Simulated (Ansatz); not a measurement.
Crystal: CuO.

```
Cu O
1.0
     3.17953    0.00000    0.00000
    -1.58977    2.75356    0.00000
     0.00000    0.00000    4.43149
Cu O
2 2
Direct
  0.00000 0.00000 0.00000
  0.00000 0.00000 0.50000
  0.33333 0.66667 0.25000
  0.66667 0.33333 0.75000
```

Measurements of this composition are mostly on another form, of space group No. 15.

```yaml
Program: Ansatz 0.2.0
Task: relaxation of cell and atoms
Functional: LDA
Potentials_or_basis: all-electron LAPW, scalar-relativistic
Basis_error_allowed: 0.002 eV/atom
k_mesh: 8 × 8 × 5
Occupations: fermi-dirac, width 0.05 eV
Spin: no spin polarisation
```

At the start: volume 9.70 Å³/atom.

Problem. How do energy, volume and symmetry change on relaxing?

Solution. Over 9 steps the energy falls by 198.1 meV/atom and the volume is 8.89 Å³/atom (-8.3 %); space group P6_3/mmc (No. 194, to 0.05 Å).

The path:
| step | energy change (eV) | largest force (eV/Å) | volume (Å³) |
| --- | --- | --- | --- |
| 1 | 0.0000 | 0.0000 | 38.80 |
| 2 | -0.5251 | 0.0000 | 36.96 |
| 3 | -0.7662 | 0.0000 | 35.14 |
| 4 | -0.7887 | 0.0000 | 35.90 |
| 5 | -0.7907 | 0.0000 | 35.56 |
| 6 | -0.7908 | 0.0000 | 35.57 |
| 7 | -0.7924 | 0.0000 | 35.57 |
| 8 | -0.7924 | 0.0000 | 35.56 |
| 9 | -0.7924 | 0.0000 | 35.56 |

Final structure:
```yaml
crystal:
  lattice:
    - [2.87735, 0.00000, 0.00000]
    - [-1.43868, 2.49186, 0.00000]
    - [0.00000, 0.00000, 4.96021]
  atoms:
    - { symbol: Cu, position: [0.00000, 0.00000, 0.00000] }
    - { symbol: Cu, position: [0.00000, 0.00000, 0.50000] }
    - { symbol: O, position: [0.33333, 0.66667, 0.25000] }
    - { symbol: O, position: [0.66667, 0.33333, 0.75000] }
```

Caveat: the k mesh is thin for a metal, which can move the energy by tens of meV per atom; the run has no spin polarisation, though such a crystal can be magnetic.
